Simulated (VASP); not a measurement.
# AlN in VASP: one cell, several levels of theory

AlN (rocksalt), under +4.0 % equal strain in all directions is computed at one geometry. Runs: PBE, r2SCAN. This is a trial cell built on a prototype, not taken from a measured structure, and it needn't be the compound's ground state.

Code: VASP 6.6.1. PAW datasets, plane waves. These are computed values for a spin-unpolarised cell that may be hypothetical; none is a measurement.

**1. The structure to begin with**

The cell comes from an earlier relaxation with r2SCAN in another program.

The symmetry is Fm-3m (No. 225, cubic); conventional cell a = 4.199 Å, 9.26 Å³ an atom. Al has 6 N at 2.10 Å; N has 6 Al at 2.10 Å.

The structure in full:

```cif
data_structure
_symmetry_space_group_name_H-M 'P 1'
_symmetry_Int_Tables_number 1
_cell_length_a 2.9693
_cell_length_b 2.9693
_cell_length_c 2.9693
_cell_angle_alpha 60.000
_cell_angle_beta 60.000
_cell_angle_gamma 60.000
_cell_volume 18.51
loop_
_atom_site_label
_atom_site_type_symbol
_atom_site_fract_x
_atom_site_fract_y
_atom_site_fract_z
_atom_site_occupancy
Al1 Al 0.00000 0.00000 0.00000 1
N1 N 0.50000 0.50000 0.50000 1
```

**2. PBE at this geometry**

Contents of INCAR:

```
ENCUT = 520.000000
SIGMA = 0.020000
EDIFF = 1.00e-07
GGA = PE
PREC = Accurate
IBRION = -1
ISIF = 2
ISMEAR = -1
NBANDS = 11
NELM = 120
NSW = 0
LASPH = .TRUE.
LCHARG = .FALSE.
LWAVE = .FALSE.
LREAL = .FALSE.
```

Contents of KPOINTS:

```
KPOINTS created by Atomic Simulation Environment
0
Gamma
10 10 10
0 0 0
```

Contents of KPOINTS_OPT:

```
special points
7
Reciprocal
0.0000000000 0.0000000000 0.0000000000 1
0.5000000000 0.0000000000 0.5000000000 1
0.6250000000 0.2500000000 0.6250000000 1
0.3750000000 0.3750000000 0.7500000000 1
0.5000000000 0.5000000000 0.5000000000 1
0.5000000000 0.2500000000 0.7500000000 1
0.0000000000 0.5000000000 0.5000000000 1
```

Contents of POSCAR:

```
Al N
 1.0000000000000000
     0.0000000000000000    2.0996231902000000    2.0996231902000000
     2.0996231902000000    0.0000000000000000    2.0996231902000000
     2.0996231902000000    2.0996231902000000    0.0000000000000000
 Al  N
   1   1
Cartesian
  0.0000000000000000  0.0000000000000000  0.0000000000000000
  2.0996231902000000  2.0996231902000000  2.0996231902000000
```

The run uses the recommended PBE PAW datasets (8 valence electrons a neutral cell).

Run with:

```
> mpirun -np 1 vasp_std
```

Standard output, without the iteration lines:

```text
POSCAR found type information on POSCAR AlN
 POSCAR found :  2 types and       2 ions
 LDA part: xc-table for (Slater+PW92), standard interpolation
 POSCAR, INCAR and KPOINTS ok, starting setup
 FFT: planning ... GRIDC
 FFT: planning ... GRID_SOFT
 FFT: planning ... GRID
 WAVECAR not read
 entering main loop
 Start KPOINTS_OPT (optional k-point list driver)
k-point batch [1-7\7]
```

OSZICAR:

```text
N       E                     dE             d eps       ncg     rms          rms(c)
DAV:   1     0.104442129546E+02    0.10444E+02   -0.38187E+03  1058   0.607E+02
DAV:   2    -0.152996709862E+02   -0.25744E+02   -0.24844E+02  1208   0.135E+02
DAV:   3    -0.160972946317E+02   -0.79762E+00   -0.79652E+00  1273   0.223E+01
DAV:   4    -0.161005225586E+02   -0.32279E-02   -0.32277E-02  1148   0.153E+00
DAV:   5    -0.161005536122E+02   -0.31054E-04   -0.31054E-04  1237   0.146E-01    0.722E+00
DAV:   6    -0.144513736090E+02    0.16492E+01   -0.81696E+00  1136   0.144E+01    0.248E+00
DAV:   7    -0.144439817278E+02    0.73919E-02   -0.13218E-01  1127   0.286E+00    0.168E+00
DAV:   8    -0.144365078584E+02    0.74739E-02   -0.19760E-02  1070   0.122E+00    0.344E-01
DAV:   9    -0.144360702747E+02    0.43758E-03   -0.18347E-03  1172   0.247E-01    0.148E-01
DAV:  10    -0.144361383011E+02   -0.68026E-04   -0.15192E-04  1147   0.927E-02    0.345E-02
DAV:  11    -0.144361339373E+02    0.43638E-05   -0.12130E-05  1220   0.194E-02    0.848E-03
DAV:  12    -0.144361335329E+02    0.40436E-06   -0.56119E-07  1144   0.614E-03    0.115E-03
DAV:  13    -0.144361334640E+02    0.68968E-07   -0.76762E-09   610   0.624E-04
   1 F= -.14436133E+02 E0= -.14436133E+02  d E =-.394354E-12
       N       E                     dE             ncg
DAV:   1     0.681953916504E+03   -0.18733E+04      154
DAV:   2     0.499989058893E+03   -0.18196E+03      186
DAV:   3     0.493665247050E+03   -0.63238E+01      186
DAV:   4     0.493641129287E+03   -0.24118E-01      184
DAV:   5     0.493640880246E+03   -0.24904E-03      183
DAV:   6     0.493640876609E+03   -0.36369E-05      184
DAV:   7     0.493640876550E+03   -0.58803E-07      164
```

The lines after F= are the extra pass for the points of KPOINTS_OPT, at fixed density; their E is not a total energy.

OUTCAR, selected sections:

```text
k-points           NKPTS =     47   k-points in BZ     NKDIM =     47   number of bands    NBANDS=     11

   NELECT =       8.0000    total number of electrons

   dimension x,y,z NGX =    24 NGY =   24 NGZ =   24
   dimension x,y,z NGXF=    48 NGYF=   48 NGZF=   48

  energy-cutoff  :      520.00
  volume of cell :       18.51
      direct lattice vectors                 reciprocal lattice vectors
     0.000000000  2.099623190  2.099623190    -0.238137968  0.238137968  0.238137968
     2.099623190  0.000000000  2.099623190     0.238137968 -0.238137968  0.238137968
     2.099623190  2.099623190  0.000000000     0.238137968  0.238137968 -0.238137968

 k-points in reciprocal lattice and weights: KPOINTS created by Atomic Simulation Env
   0.00000000  0.00000000  0.00000000       0.001
   0.10000000  0.00000000  0.00000000       0.008
   0.20000000  0.00000000  0.00000000       0.008
   0.30000000  0.00000000  0.00000000       0.008
   0.40000000  0.00000000  0.00000000       0.008
   0.50000000  0.00000000  0.00000000       0.004
   0.10000000  0.10000000  0.00000000       0.006
   0.20000000  0.10000000  0.00000000       0.024
[... 39 more k-points ...]

 E-fermi :   9.0145

 k-point     1 :       0.0000    0.0000    0.0000
  band No.  band energies     occupation
      1      -8.0099      2.00000
      2       8.5586      2.00000
      3       8.5586      2.00000
      4       8.5586      2.00000
      5      12.6910      0.00000
      6      20.3520      0.00000
      7      20.3520      0.00000
      8      20.3520      0.00000
      9      25.1972      0.00000
     10      25.5234      0.00000
     11      25.5237      0.00000

 k-point     2 :       0.1000    0.0000    0.0000
  band No.  band energies     occupation
      1      -7.8264      2.00000
      2       7.5329      2.00000
      3       8.4594      2.00000
      4       8.4594      2.00000
      5      13.4033      0.00000
      6      19.4349      0.00000
      7      20.5853      0.00000
      8      20.5853      0.00000
      9      23.6178      0.00000
     10      23.6178      0.00000
     11      25.2118      0.00000

 k-point     3 :       0.2000    0.0000    0.0000
  band No.  band energies     occupation
      1      -7.2953      2.00000
      2       5.5225      2.00000
      3       8.2175      2.00000
      4       8.2175      2.00000
      5      14.2873      0.00000
      6      18.6678      0.00000
      7      20.4775      0.00000
      8      20.4775      0.00000
      9      23.2464      0.00000
     10      23.2464      0.00000
     11      24.5228      0.00000

 k-point     4 :       0.3000    0.0000    0.0000
  band No.  band energies     occupation
      1      -6.4910      2.00000
      2       3.4113      2.00000
      3       7.9478      2.00000
      4       7.9478      2.00000
      5      14.3617      0.00000
      6      19.1156      0.00000
      7      19.5919      0.00000
      8      19.5919      0.00000
      9      23.8493      0.00000
     10      24.7436      0.00000
     11      24.7436      0.00000

 k-point     5 :       0.4000    0.0000    0.0000
  band No.  band energies     occupation
      1      -5.6207      2.00000
      2       1.6791      2.00000
      3       7.7489      2.00000
      4       7.7489      2.00000
      5      14.1099      0.00000
      6      18.9055      0.00000
      7      18.9055      0.00000
      8      19.8833      0.00000
      9      23.5325      0.00000
     10      26.7876      0.00000
     11      26.7876      0.00000

 k-point     6 :       0.5000    0.0000    0.0000
  band No.  band energies     occupation
      1      -5.1863      2.00000
      2       0.9459      2.00000
      3       7.6767      2.00000
      4       7.6767      2.00000
      5      13.9955      0.00000
      6      18.6648      0.00000
      7      18.6648      0.00000
      8      20.1739      0.00000
      9      23.5148      0.00000
     10      27.9752      0.00000
     11      27.9752      0.00000

 k-point     7 :       0.1000    0.1000    0.0000
  band No.  band energies     occupation
      1      -7.7657      2.00000
      2       7.5788      2.00000
      3       8.2370      2.00000
      4       8.2370      2.00000
      5      13.6724      0.00000
      6      18.9345      0.00000
      7      20.7996      0.00000
      8      20.7996      0.00000
      9      21.8717      0.00000
     10      25.8211      0.00000
     11      26.1742      0.00000

 k-point     8 :       0.2000    0.1000    0.0000
  band No.  band energies     occupation
      1      -7.3515      2.00000
      2       6.0893      2.00000
      3       7.9126      2.00000
      4       8.0309      2.00000
      5      14.5779      0.00000
      6      18.0567      0.00000
      7      19.9835      0.00000
      8      21.0634      0.00000
      9      21.7747      0.00000
     10      24.9847      0.00000
     11      26.0430      0.00000

 k-point     9 :       0.3000    0.1000    0.0000
  band No.  band energies     occupation
      1      -6.6367      2.00000
      2       4.1223      2.00000
      3       7.6242      2.00000
      4       7.6889      2.00000
      5      14.9699      0.00000
      6      18.2606      0.00000
      7      18.7422      0.00000
      8      20.5209      0.00000
      9      23.0318      0.00000
     10      25.5899      0.00000
     11      25.7670      0.00000

 k-point    10 :       0.4000    0.1000    0.0000
  band No.  band energies     occupation
      1      -5.7705      2.00000
      2       2.3053      2.00000
      3       7.2937      2.00000
      4       7.4665      2.00000
      5      14.8010      0.00000
      6      17.8619      0.00000
      7      19.4721      0.00000
      8      19.7022      0.00000
      9      24.1120      0.00000
     10      25.8020      0.00000
     11      27.4297      0.00000

 k-point    11 :       0.5000    0.1000    0.0000
  band No.  band energies     occupation
      1      -5.1379      2.00000
      2       1.2101      2.00000
      3       6.9889      2.00000
      4       7.4799      2.00000
      5      14.6779      0.00000
      6      17.5780      0.00000
      7      19.1494      0.00000
      8      20.2646      0.00000
      9      24.5213      0.00000
     10      26.8707      0.00000
     11      28.2226      0.00000

[... the tables of k-points 12 to 47 left out ...]

  Total       -2.2720333     -2.2720333     -2.2720333     -0.0000000     -0.0000000      0.0000000
  in kB     -196.6396954   -196.6396954   -196.6396954     -0.0000000     -0.0000000      0.0000000
  external PRESSURE =    -196.6396954 kB  Pullay stress =       0.0000000 kB

 POSITION                                       TOTAL-FORCE (eV/Angst)
 -----------------------------------------------------------------------------------
      0.00000      0.00000      0.00000         0.000000      0.000000      0.000000
      2.09962      2.09962      2.09962        -0.000000      0.000000     -0.000000
 -----------------------------------------------------------------------------------
    total drift:                               -0.000000     -0.000000      0.000000

  FREE ENERGIE OF THE ION-ELECTRON SYSTEM (eV)
  ---------------------------------------------------
  free  energy   TOTEN  =       -14.4361334640 eV

  energy  without entropy=      -14.4361334640  energy(sigma->0) =      -14.43613346
```

Wall time 5.6 s (1 MPI rank of Intel Xeon Platinum 8488C, shared host); peak memory 0.13 GiB.

The levels at the points of KPOINTS_OPT are read from vasprun.xml.

Band energies at the special points (eV, zero at the top of v, the last band that the electrons fill by count):

| point | v−1 | v | c | c+1 |
| --- | --- | --- | --- | --- |
| Γ | 0.00 | 0.00 | 4.13 | 11.79 |
| X | -2.51 | -2.51 | 3.56 | 5.47 |
| U | -4.99 | -2.03 | 5.09 | 8.60 |
| K | -4.99 | -2.03 | 5.09 | 8.60 |
| L | -0.88 | -0.88 | 5.44 | 10.11 |
| W | -5.11 | -3.63 | 6.95 | 10.09 |

Gap with PBE: 3.56 eV, valence top at Γ, conduction bottom at X. Least direct gap: 4.13 eV. The pressure is -19.66 GPa; the forces vanish within 0.01 eV/Å.

[end of part 1 of 2]
